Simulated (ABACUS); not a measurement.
Here is an ABACUS 3.10.1 calculation.

The input run_abacus.py:

```python
"""ABACUS run from a structure file: ASE reads it, the script writes STRU, KPT and INPUT."""
import re
import subprocess
import spglib
from ase import Atoms
from ase.io import read
from ase.units import Bohr

atoms = read("C.cif")
cell, frac, numbers = spglib.standardize_cell((atoms.cell[:], atoms.get_scaled_positions(), atoms.numbers), to_primitive=True, symprec=1e-4)
atoms = Atoms(numbers=numbers, cell=cell, scaled_positions=frac, pbc=True)  # the primitive cell
atoms = atoms[(-atoms.numbers).argsort(kind="stable")]  # ABACUS lists atoms element by element
pseudo = {'C': 'C_ONCV_PBE-1.2.upf'}
orbital = {}
magmoms = None
kmesh = [8, 8, 8]
params = {
    'suffix': 'C',
    'calculation': 'scf',
    'basis_type': 'pw',
    'pseudo_dir': './',
    'symmetry': 1,
    'dft_functional': 'MGGA_X_TM+MGGA_C_TM',
    'ecutwfc': 95,
    'pseudo_rcut': 10,
    'nspin': 1,
    'nbands': 14,
    'ks_solver': 'dav',
    'smearing_method': 'fd',
    'smearing_sigma': 0.00367493,
    'scf_thr': 1e-08,
    'scf_nmax': 100,
    'mixing_type': 'broyden',
    'mixing_beta': 0.7,
    'cal_force': 1,
    'cal_stress': 1,
    'mixing_tau': 1,
    'out_chg': 1,
    'kpar': 4,
}

symbols = atoms.get_chemical_symbols()
elements = list(dict.fromkeys(symbols))
lines = ["ATOMIC_SPECIES"] + [f"{e} {atoms.get_masses()[symbols.index(e)]:.4f} {pseudo[e]}" for e in elements]
if orbital:
    lines += ["", "NUMERICAL_ORBITAL"] + [orbital[e] for e in elements]
lines += ["", "LATTICE_CONSTANT", f"{1 / Bohr:.10f}", "", "LATTICE_VECTORS"]
lines += [" ".join(f"{x:.10f}" for x in v) for v in atoms.cell]
lines += ["", "ATOMIC_POSITIONS", "Direct"]
for e in elements:
    lines += ["", e, "0.0", str(symbols.count(e))]
    for i, p in enumerate(atoms.get_scaled_positions(wrap=False)):
        if symbols[i] == e:
            mag = "" if magmoms is None else " mag " + " ".join(str(x) for x in (magmoms[i] if isinstance(magmoms[i], list) else [magmoms[i]]))
            lines.append(" ".join(f"{x:.10f}" for x in p) + " 1 1 1" + mag)
open("STRU", "w").write("\n".join(lines) + "\n")
open("KPT", "w").write("K_POINTS\n0\nGamma\n%d %d %d 0 0 0\n" % tuple(kmesh))
open("INPUT", "w").write("INPUT_PARAMETERS\n" + "".join(f"{k:<20s}{v}\n" for k, v in params.items()))

done = subprocess.run(['mpirun', '-np', '4', 'abacus'])
if done.returncode:
    raise SystemExit(done.returncode)
log = open("OUT.C/running_scf.log").read()
print("final energy (eV):", re.findall(r"FINAL_ETOT_IS (\S+)", log))
```

File C.cif:

```cif
data_C
_cell_length_a 3.56674000
_cell_length_b 3.56674000
_cell_length_c 3.56674000
_cell_angle_alpha 90.00000000
_cell_angle_beta 90.00000000
_cell_angle_gamma 90.00000000
_space_group_name_H-M_alt 'Fd-3m'
_space_group_name_Hall 'F 4d 2 3 -1d'
_space_group_IT_number 227
loop_
_space_group_symop_operation_xyz
'x,y,z'
'-y+1/4,x+1/4,z+1/4'
'-x,-y+1/2,z+1/2'
'y+3/4,-x+1/4,z+3/4'
'x,-y,-z'
'-y+1/4,-x+3/4,-z+3/4'
'-x,y+1/2,-z+1/2'
'y+3/4,x+3/4,-z+1/4'
'z,x,y'
'z+1/4,-y+1/4,x+1/4'
'z+1/2,-x,-y+1/2'
'z+3/4,y+3/4,-x+1/4'
'-z,x,-y'
'-z+3/4,-y+1/4,-x+3/4'
'-z+1/2,-x,y+1/2'
'-z+1/4,y+3/4,x+3/4'
'y,z,x'
'x+1/4,z+1/4,-y+1/4'
'-y+1/2,z+1/2,-x'
'-x+1/4,z+3/4,y+3/4'
'-y,-z,x'
'-x+3/4,-z+3/4,-y+1/4'
'y+1/2,-z+1/2,-x'
'x+3/4,-z+1/4,y+3/4'
'-x+1/4,-y+1/4,-z+1/4'
'y,-x,-z'
'x+1/4,y+3/4,-z+3/4'
'-y+1/2,x,-z+1/2'
'-x+1/4,y+1/4,z+1/4'
'y,x+1/2,z+1/2'
'x+1/4,-y+3/4,z+3/4'
'-y+1/2,-x+1/2,z'
'-z+1/4,-x+1/4,-y+1/4'
'-z,y,-x'
'-z+3/4,x+1/4,y+3/4'
'-z+1/2,-y+1/2,x'
'z+1/4,-x+1/4,y+1/4'
'z+1/2,y,x+1/2'
'z+3/4,x+1/4,-y+3/4'
'z,-y+1/2,-x+1/2'
'-y+1/4,-z+1/4,-x+1/4'
'-x,-z,y'
'y+3/4,-z+3/4,x+1/4'
'x,-z+1/2,-y+1/2'
'y+1/4,z+1/4,-x+1/4'
'x+1/2,z+1/2,y'
'-y+3/4,z+3/4,x+1/4'
'-x+1/2,z,-y+1/2'
'x,y+1/2,z+1/2'
[... 70 lines left out ...]
'x+1/4,-z+1/4,y+1/4'
'-x+3/4,-y+1/4,-z+3/4'
'y+1/2,-x,-z+1/2'
'x+3/4,y+3/4,-z+1/4'
'-y,x,-z'
'-x+3/4,y+1/4,z+3/4'
'y+1/2,x+1/2,z'
'x+3/4,-y+3/4,z+1/4'
'-y,-x+1/2,z+1/2'
'-z+3/4,-x+1/4,-y+3/4'
'-z+1/2,y,-x+1/2'
'-z+1/4,x+1/4,y+1/4'
'-z,-y+1/2,x+1/2'
'z+3/4,-x+1/4,y+3/4'
'z,y,x'
'z+1/4,x+1/4,-y+1/4'
'z+1/2,-y+1/2,-x'
'-y+3/4,-z+1/4,-x+3/4'
'-x+1/2,-z,y+1/2'
'y+1/4,-z+3/4,x+3/4'
'x+1/2,-z+1/2,-y'
'y+3/4,z+1/4,-x+3/4'
'x,z+1/2,y+1/2'
'-y+1/4,z+3/4,x+3/4'
'-x,z,-y'
'x+1/2,y+1/2,z'
'-y+3/4,x+3/4,z+1/4'
'-x+1/2,-y,z+1/2'
'y+1/4,-x+3/4,z+3/4'
'x+1/2,-y+1/2,-z'
'-y+3/4,-x+1/4,-z+3/4'
'-x+1/2,y,-z+1/2'
'y+1/4,x+1/4,-z+1/4'
'z+1/2,x+1/2,y'
'z+3/4,-y+3/4,x+1/4'
'z,-x+1/2,-y+1/2'
'z+1/4,y+1/4,-x+1/4'
'-z+1/2,x+1/2,-y'
'-z+1/4,-y+3/4,-x+3/4'
'-z,-x+1/2,y+1/2'
'-z+3/4,y+1/4,x+3/4'
'y+1/2,z+1/2,x'
'x+3/4,z+3/4,-y+1/4'
'-y,z,-x'
'-x+3/4,z+1/4,y+3/4'
'-y+1/2,-z+1/2,x'
'-x+1/4,-z+1/4,-y+1/4'
'y,-z,-x'
'x+1/4,-z+3/4,y+3/4'
'-x+3/4,-y+3/4,-z+1/4'
'y+1/2,-x+1/2,-z'
'x+3/4,y+1/4,-z+3/4'
'-y,x+1/2,-z+1/2'
'-x+3/4,y+3/4,z+1/4'
'y+1/2,x,z+1/2'
'x+3/4,-y+1/4,z+3/4'
'-y,-x,z'
'-z+3/4,-x+3/4,-y+1/4'
'-z+1/2,y+1/2,-x'
'-z+1/4,x+3/4,y+3/4'
'-z,-y,x'
'z+3/4,-x+3/4,y+1/4'
'z,y+1/2,x+1/2'
'z+1/4,x+3/4,-y+3/4'
'z+1/2,-y,-x+1/2'
'-y+3/4,-z+3/4,-x+1/4'
'-x+1/2,-z+1/2,y'
'y+1/4,-z+1/4,x+1/4'
'x+1/2,-z,-y+1/2'
'y+3/4,z+3/4,-x+1/4'
'x,z,y'
'-y+1/4,z+1/4,x+1/4'
'-x,z+1/2,-y+1/2'
loop_
_atom_site_label
_atom_site_type_symbol
_atom_site_symmetry_multiplicity
_atom_site_Wyckoff_symbol
_atom_site_fract_x
_atom_site_fract_y
_atom_site_fract_z
_atom_site_occupancy
C1 C 8 a 0.2500000000 0.2500000000 0.2500000000 1
```

Potentials or basis: SG15 ONCV 1.2 PBE, plane waves.

Launch:

```console
$ OMP_NUM_THREADS=1 python run_abacus.py > log
```

**Question.** Estimate the band gap on the k mesh.

**Answer.** 4.18 eV, indirect (least direct gap 5.71 eV).

**Question.** What does it give for the pressure?

**Answer.** -4.9 GPa.

Caveat: the potentials were made for another functional, which shifts forces and pressure. A k mesh can miss the band edges.
